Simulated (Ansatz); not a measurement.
Ag:

```
Ag
1.0
     0.00000    2.04275    2.04275
     2.04275    0.00000    2.04275
     2.04275    2.04275    0.00000
Ag
1
Direct
  0.00000 0.00000 0.00000
```

```yaml
Program: Ansatz 0.2.0
Task: relaxation of cell and atoms
Functional: HSE03
Potentials_or_basis: Ansatz PAW
Cutoff: "420 eV (not typed: the program's choice for these potentials)"
k_mesh: 6 × 6 × 6
Occupations: fermi-dirac, width 0.05 eV
Spin: no spin polarisation
```

At the start: volume 17.05 Å³/atom.

Where does the relaxation end?

It ends after 5 steps and the volume is 18.06 Å³/atom (+5.9 %); space group Fm-3m (No. 225, to 0.05 Å).

The path:
| step | energy change (eV) | largest force (eV/Å) | volume (Å³) |
| --- | --- | --- | --- |
| 1 | 0.0000 | 0.0000 | 17.05 |
| 2 | -0.0109 | 0.0000 | 18.47 |
| 3 | -0.0131 | 0.0000 | 18.11 |
| 4 | -0.0132 | 0.0000 | 18.06 |
| 5 | -0.0141 | 0.0000 | 18.06 |

Final structure:
```
Ag
1.0
     0.00000    2.08244    2.08244
     2.08244    0.00000    2.08244
     2.08244    2.08244    0.00000
Ag
1
Direct
  0.00000 0.00000 0.00000
```

Caveat: the k mesh is coarse (spacing up to 0.44 Å⁻¹), so the values aren't converged, least of all with exact exchange; the plane-wave basis is chosen anew once the cell has moved, so the energies of steps on either side of that aren't comparable; the PAW data sets come from PBE, with cores solved anew for the run's functional, which leaves a small shift of forces and pressure.
